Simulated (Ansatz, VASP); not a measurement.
**One calculation of HfN, two programs**

```
Hf N
1.0
     0.00000    2.25900    2.25900
     2.25900    0.00000    2.25900
     2.25900    2.25900    0.00000
Hf N
1 1
Direct
  0.00000 0.00000 0.00000
  0.50000 0.50000 0.50000
```

Alike in both runs: task single point; functional PBE; k mesh 20 × 20 × 20; occupations gaussian, width 0.1 eV; no spin polarisation.

```csv
,VASP,Ansatz
version,VASP 6.6.1,Ansatz 0.2.0
potentials or method,"VASP PAW PBE potentials, release 64 (Hf_pv, N)","scalar-relativistic, plane waves, PAW"
plane-wave cutoff (eV),520,420
valence electrons in the cell,15,31
```

Ansatz gave:

| Property | Result |
| --- | --- |
| gap on the k mesh at the Fermi level (eV) | none |
| pressure (GPa) | 5.4 |

Estimate VASP's values.

gap on the k mesh at the Fermi level (eV): none; pressure (GPa): 3.0.

A gap of «none» marks a metal or a gap that the smearing closes. With one functional, cell and mesh, what is left measures potentials, basis and numerics. The two sets of potentials don't hold the same shells in valence.

Spin-orbit coupling is left out, which matters for the levels of Hf.
